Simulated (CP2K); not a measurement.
SrO:

```
Sr O
1.0
     3.62930    0.00000    0.00000
     1.81465    3.14306    0.00000
     1.81465    1.04769    2.96331
Sr O
1 1
Direct
  0.50000 0.50000 0.50000
  0.00000 0.00000 0.00000
```

Program: CP2K 2026.2. Alike in all runs: task atomic charges; potentials or basis POTENTIAL_UZH Sr GTH-PBE-q10, O GTH-PBE-q6; TZVP-MOLOPT-PBE-GTH basis; no spin polarisation; cell as given; k mesh 9 × 9 × 9; smearing fermi-dirac 0.05 eV.

Q: Order these runs on this cell by their pressure, lowest first.
A. level RPBE
B. level r2SCAN
C. level LDA
D. level PBEsol

A: C (-1.5 GPa), D (1.2 GPa), B (3.0 GPa), A (7.5 GPa).

Caveats: the potentials were made for another functional, which shifts forces and pressure; the basis of atomic orbitals isn't converged, which shifts pressures, moduli and gaps.

Runs at the PBE level aren't shown here.
